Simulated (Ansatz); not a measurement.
# C under changes of volume

One of the cells (5.672 Å³/atom); the others are scaled copies at fixed shape and fractional positions:

```
C
1.0
     2.52210    0.00000    0.00000
    -1.26105    2.18420    0.00000
     0.00000    0.00000   12.35570
C
12
Cartesian
  1.2611 0.7281 4.3760
  0.0000 1.4561 10.5539
  1.2611 0.7281 1.8018
  0.0000 1.4561 7.9797
  1.2611 0.7281 5.9205
  0.0000 1.4561 12.0983
  1.2611 0.7281 0.2574
  0.0000 1.4561 6.4352
  0.0000 0.0000 10.0390
  0.0000 0.0000 3.8612
  0.0000 0.0000 8.4945
  0.0000 0.0000 2.3167
```

This is a hexagonal form of diamond, not graphite.

```yaml
Program: Ansatz 0.2.0
Functional: revPBE
Potentials_or_basis: Ansatz PAW
Cutoff: "420 eV (not typed: the program's choice for these potentials)"
k_mesh: 12 × 12 × 3
Occupations: fermi-dirac, width 0.05 eV
Spin: no spin polarisation
```

```csv
volume (Å³/atom),energy over the lowest point (meV/atom),pressure (GPa),gap on the mesh (eV),largest force (eV/Å)
5.332,?,?,?,?
5.445,24.70,26.4,4.49,0.354
5.559,9.70,16.1,4.44,0.341
5.672,1.67,6.7,4.38,0.330
5.786,0.00,-1.8,4.33,0.319
5.899,4.09,-9.6,4.28,0.309
6.012,13.43,-16.7,4.24,0.299
```

What does the run at 5.332 Å³/atom give?

Energy over the lowest point 47.28 meV/atom; pressure 37.7 GPa; gap on the mesh 4.54 eV; largest force 0.366 eV/Å.

Worked out: A Birch-Murnaghan fit of order 3 (a polynomial in V^(-2/3)) to the other rows has its minimum at 5.76 Å³/atom with B0 = V·E''(V) = 423 GPa and B' = 3.5 at fixed shape and positions, which overstates the stiffness. It gives 47.14 meV/atom at 5.332 Å³/atom, against the run's 47.28, and -dE/dV = 37.5 GPa, against 37.7. A straight line through the other rows of the gap, of slope -2.57 eV per unit of ln V, extrapolates to 4.54 eV, against the run's 4.54.

Energies are extrapolated to zero smearing.

Caveats: odd divisions of the mesh miss points on the zone boundary, where band edges often lie, so the gap on the mesh can be too wide; the PAW data sets come from PBE, with cores solved anew for the run's functional, which leaves a small shift of forces and pressure.

A mesh can miss the band edges.
